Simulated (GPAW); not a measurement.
The system is FePt (Tetraferroplatinum).

```xyz
2
Lattice="2.7235 0.0000 0.0000 0.0000 2.7235 0.0000 0.0000 0.0000 3.7200" Properties=species:S:1:pos:R:3 pbc="T T T"
Pt    1.3618    1.3618    1.8600
Fe    0.0000    0.0000    0.0000
```

Base run:

| Quantity | Value |
| --- | --- |
| Program | GPAW 26.7.0 |
| Functional | PBE |
| Potentials or basis | GPAW PAW data sets (gpaw-data 1.2.1) |
| Cutoff | 600 eV |
| Basis | pw |
| k mesh | 7 × 7 × 5 |
| Occupations | fermi-dirac, width 0.05 eV |
| Spin | collinear spin, ferromagnetic start |
| Starting moments | [0.0, 3.0] μB |
| Hubbard terms | Fe d U = 6 eV |

Its results: band gap on the k mesh none (metal or under the smearing width); pressure 19.8 GPa; net moment 4.08 μB per cell; site moments Pt +0.36; Fe +3.77 μB.

Problem. The run is repeated on the same cell with these changes: hubbard terms from Fe d U = 6 eV to none. What comes out?

Solution. Band gap on the k mesh none (metal or under the smearing width); pressure 4.3 GPa; net moment 3.28 μB per cell; site moments Pt +0.37; Fe +2.90 μB.

Caveats: the U is typed as a test and isn't derived for this compound (some runs).

Not every run made on this cell is shown here.
